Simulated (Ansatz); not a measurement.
## WS₂: stiffness from a series of strains

```xyz
3
Lattice="1.5790 0.9116 6.1633 -1.5790 0.9116 6.1633 0.0000 -1.8233 6.1633" Properties=species:S:1:pos:R:3 pbc="T T T"
W     0.0000    0.0000    0.0000
S     0.0000    0.0000   13.8730
S     0.0000    0.0000   10.7427
```

Atoms are numbered in the order listed.

The cell is COD entry 9012192, as deposited and not checked against the literature; nothing was relaxed.

No spin–orbit coupling, which matters for the heavy atoms here.

Theory: DFT, PBE, all-electron LAPW, scalar-relativistic (Ansatz 0.2.0).

Sampling and basis: a Γ-centred 13×13×13 k mesh, Fermi–Dirac smearing of 0.08 eV, basis error target 0.5 meV/atom, no spin polarisation.

The strain is applied along the Cartesian axes of the cell as listed (the other components stay zero). Fractional coordinates are held (clamped ions).

σ is the change of stress from the unstrained cell, which is at 4.64 GPa; tension is positive, so slopes are stress–strain coefficients at that pressure.

Only quantities that a quadratic follows smoothly over the whole series are listed; rougher ones are left out.

```
    εzz  σzz (GPa)  σxx (GPa)
-0.0300     -10.17      -3.97
-0.0200      -6.63      -2.55
-0.0100      -3.25      -1.23
 0.0000       0.00       0.00
 0.0200       6.09       2.22
 0.0300       8.94       3.22
```

Q: Fit the series and read off the stiffness at zero strain.

A: Least-squares fits y = p0 + p1 x + p2 x² to the rows give σzz (GPa): p1 = 318, p2 = -680; σxx (GPa): p1 = 120, p2 = -420. So C33 = 318 GPa and C13 = 120 GPa, for these axes.

Q: One run, at εzz = 0.0100, is withheld. Predict its row.

A: The fits give 3.12, 1.16; the run gave 3.11, 1.15.
